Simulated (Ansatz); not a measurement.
**Hf: the order of phases at one pressure**

Which of fcc, bcc, hcp, beta tin, simple hexagonal, sc has the lowest enthalpy for Hf at one common pressure? The runs shown use LAPW. Companion runs by PAW are cited.

Computed with Ansatz 0.2.0 (DFT, PBE, all-electron LAPW, scalar-relativistic, unless a step's input says otherwise).

## 1. The starting structure

The structure is cubic, space group Fm-3m (No. 225). Conventional cell: a = 3.948 Å, b = 3.948 Å, c = 3.948 Å, α = 90.00°, β = 90.00°, γ = 90.00°. Hf (site symmetry m-3m) has 12 Hf at 2.79 Å as nearest neighbours.

Structure file:

```xyz
1
Lattice="0.0000 1.9741 1.9741 1.9741 0.0000 1.9741 1.9741 1.9741 0.0000" Properties=species:S:1:pos:R:3 pbc="T T T"
Hf    0.0000    0.0000    0.0000
```

## 2. Fcc relaxed under pressure, LAPW

File input.yaml:

```yaml
crystal:
  lattice:
    - [0.0, 1.9741079986, 1.9741079986]
    - [1.9741079986, 0.0, 1.9741079986]
    - [1.9741079986, 1.9741079986, 0.0]
  atoms:
    - { symbol: Hf, position: [0.0, 0.0, 0.0] }
kpoints:
  mp_grid: { grid: [17, 17, 17] }
scf:
  occupations: { method: fermi_dirac, width: 0.05 }
hamiltonian:
  xc: pbe
  pseudopotentials: { kind: all_electron, lapw: { basis_error: 0.0005 } }
output:
  forces: true
  stress: true
  eigenvalues: true
relax:
  f_tol: 0.005
  max_steps: 12
  cell: { p_target: 74.0, stress_tol: 0.037 }
```

Command:

```sh
$ ansatz run input.yaml --threads 1 --pin off --max-ram 3584MiB --backend cpu --events-out ev --progress --plain --runs-dir out
```

Further steps of the session: Bcc relaxed under pressure, LAPW; Hcp relaxed under pressure, LAPW; Beta tin relaxed under pressure, LAPW; Simple hexagonal relaxed under pressure, LAPW; Sc relaxed under pressure, LAPW.

Q: Predict the outcome of this session. Wanted: pressure; lowest (for each run or level that gives them).

**Answer**, as computed:

| quantity | value |
| --- | --- |
| pressure | 74 GPa |
| lowest (LAPW) | bcc, 13.8 meV/atom under hcp |
| lowest (PAW) | bcc, 13.2 meV/atom under hcp |

In words: By LAPW the order is bcc < hcp < fcc < simple hexagonal < beta tin < sc. By PAW the order is bcc < hcp < fcc < simple hexagonal < beta tin < sc. The methods agree on the lowest phase. Only these structures were tried, with electrons smeared by 0.05 eV and without vibrations, so the true ground state may be another. The k meshes differ between phases and weren't tested, which can move differences by some meV. Spin-orbit coupling is left out, though the cell holds Hf; in elements this heavy it can shift bands and gaps by tenths of an eV.
